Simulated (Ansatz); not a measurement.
The system is TiSe.

```xyz
4
Lattice="3.5590 0.0000 0.0000 -1.7795 3.0822 0.0000 0.0000 0.0000 6.2200" Properties=species:S:1:pos:R:3 pbc="T T T"
Se    1.7795    1.0274    4.6650
Se    0.0000    2.0548    1.5550
Ti    0.0000    0.0000    3.1100
Ti    0.0000    0.0000    0.0000
```

| Quantity | Value |
| --- | --- |
| Program | Ansatz 0.2.0 |
| Task | relaxation of cell and atoms |
| Functional | PBEsol |
| Potentials or basis | Ansatz PAW |
| Cutoff | 420 eV (not typed: the program's choice for these potentials) |
| k mesh | 9 × 9 × 5 |
| Occupations | fermi-dirac, width 0.05 eV |
| Spin | no spin polarisation |
| Hubbard terms | Ti d U = 3 eV |

At the start: volume 17.06 Å³/atom.

Question: Where does the relaxation end?

Answer: It ends after 8 steps and the volume is 16.94 Å³/atom (-0.7 %); space group P6_3/mmc (No. 194, to 0.05 Å).

Step by step:
```csv
step,energy change (eV),largest force (eV/Å),volume (Å³)
1,0.0000,0.0000,68.23
2,-0.1794,0.0000,69.19
3,-0.2661,0.0000,67.74
4,-0.2664,0.0000,67.76
5,-0.2665,0.0000,67.72
6,-0.2679,0.0000,67.72
7,-0.2680,0.0000,67.74
8,-0.2680,0.0000,67.74
```

Final structure:
```
Se Ti
1.0
     3.38787    0.00000    0.00000
    -1.69394    2.93398    0.00000
     0.00000    0.00000    6.81520
Se Ti
2 2
Direct
  0.66667 0.33333 0.75000
  0.33333 0.66667 0.25000
  0.00000 0.00000 0.50000
  0.00000 0.00000 0.00000
```

Caveat: the plane-wave basis is chosen anew once the cell has moved, so the energies of steps on either side of that aren't comparable; U without spin polarisation on a metal has little footing; the PAW data sets come from PBE, with cores solved anew for the run's functional, which leaves a small shift of forces and pressure.
